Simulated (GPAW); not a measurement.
Runs of GPAW 26.7.0 on Cl. The structure is orthorhombic, space group Cmce (No. 64). The conventional cell has a = 6.290 Å, b = 4.500 Å, c = 8.210 Å, α = 90.00°, β = 90.00°, γ = 90.00°. Around Cl (site symmetry m) lie 1 Cl at 2.02 Å. 

```csv
task,level,potentials or basis,cell,k mesh,cutoff (eV),smearing,optimizer,fmax,max steps,band path,band points,gap on the mesh (eV),pressure (GPa),relaxed volume (Å³/atom),largest force (eV/Å)
relaxation of cell and atoms,PBEsol+D3(BJ),"PAW data sets generated in the run's folder for this functional, pw",relaxed,5 × 5 × 3,600,fermi-dirac 0.05 eV,BFGS,0.02 eV/Å,60,-,-,2.01,0.0,23.63,0.02
relaxation of cell and atoms,LDA,"the program's PAW data sets (release 1.2.1) made for this functional, pw",relaxed,5 × 5 × 3,600,fermi-dirac 0.05 eV,FIRE,0.01 eV/Å,100,-,-,1.79,0.0,22.18,-
relaxation of cell and atoms,PBEsol+D4,"PAW data sets generated in the run's folder for this functional, pw",relaxed,5 × 5 × 3,600,fermi-dirac 0.05 eV,BFGS,0.02 eV/Å,60,-,-,2.01,0.0,24.16,-
relaxation of cell and atoms,PBEsol,"PAW data sets generated in the run's folder for this functional, pw",relaxed,5 × 5 × 3,600,fermi-dirac 0.05 eV,BFGS,0.02 eV/Å,60,-,-,1.99,0.0,(b),-
band structure,PBE,"GPAW PAW data sets (gpaw-data 1.2.1), pw",as given,5 × 5 × 3,600,fermi-dirac 0.05 eV,-,-,-,"GXSRAZGYX1A1TY,ZT",60,2.49,0.7,-,0.14
band structure,PBE,"PAW data sets generated in the run's folder for this functional, pw",as given,5 × 5 × 3,600,fermi-dirac 0.05 eV,-,-,-,"GXSRAZGYX1A1TY,ZT",80,2.49,0.7,-,0.14
relaxation of cell and atoms,RPBE+D4,"the program's PAW data sets (release 1.2.1) made for this functional, pw",relaxed,5 × 5 × 3,600,fermi-dirac 0.05 eV,BFGS,0.02 eV/Å,40,-,-,2.36,0.0,27.44,0.01
band structure,PW91,"PAW data sets generated in the run's folder for this functional, pw",as given,5 × 5 × 3,600,fermi-dirac 0.05 eV,-,-,-,"GXSRAZGYX1A1TY,ZT",60,2.49,0.7,-,0.17
dielectric tensor,LDA,"the program's PAW data sets (release 1.2.1) made for this functional, pw",as given,6 × 6 × 3,450,fermi-dirac 0.001 eV,-,-,-,-,-,(a),-,-,-
band structure,PBEint,"PAW data sets generated in the run's folder for this functional, pw",as given,5 × 5 × 3,600,fermi-dirac 0.05 eV,-,-,-,"GXSRAZGYX1A1TY,ZT",60,2.48,0.0,-,0.14
single point,PBE,"GPAW PAW data sets (gpaw-data 1.2.1), pw",as given,7 × 7 × 4,600,fermi-dirac 0.05 eV,-,-,-,-,-,2.49,0.7,-,0.14
```

Alike in all rows: no spin polarisation.

Problem. Estimate the missing entries.

Solution. (a) 2.33; (b) 26.20.

Caveats: an odd mesh through Γ misses points on the zone boundary, where band edges often lie (some runs); later steps reuse the first step's grids (some runs); the volume moved by over 15 % at a fixed basis, so the end points are rough (some runs); the volume moved by -24 % from the deposited cell, more than functionals usually miss (some runs); the long-wavelength limit can be off by a per cent or two (some runs).

Not every run made on this cell is shown here.
